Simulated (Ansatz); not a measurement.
## Al2Au in Ansatz: the effect of functional

The system is Al2Au.

```xyz
3
Lattice="0.0000 3.0395 3.0395 3.0395 0.0000 3.0395 3.0395 3.0395 0.0000" Properties=species:S:1:pos:R:3 pbc="T T T"
Au    0.0000    0.0000    0.0000
Al    4.5592    4.5592    4.5592
Al    1.5197    1.5197    1.5197
```

The cell isn't the ideal one: volume scaled by 1.04.

Alike in all runs:

| Quantity | Value |
| --- | --- |
| Program | Ansatz 0.2.0 |
| Task | single point |
| Potentials or basis | Ansatz PAW |
| k mesh | 8 × 8 × 8 |
| Occupations | fermi-dirac, width 0.05 eV |
| Spin | no spin polarisation |

| functional | cutoff | pressure (GPa) |
| --- | --- | --- |
| LDA | 420 eV (not typed: the program's choice for these potentials) | ? |
| PBEsol | 420 eV (not typed: the program's choice for these potentials) | -4.0 |
| r2SCAN | 500 eV (not typed: the program's choice for these potentials) | -3.8 |

Task: What does the run with functional LDA give?

Result: Pressure -6.5 GPa.

Caveats: the PAW data sets come from PBE, with cores solved anew for the run's functional, which leaves a small shift of forces and pressure.

Runs at the PBE level aren't shown here.
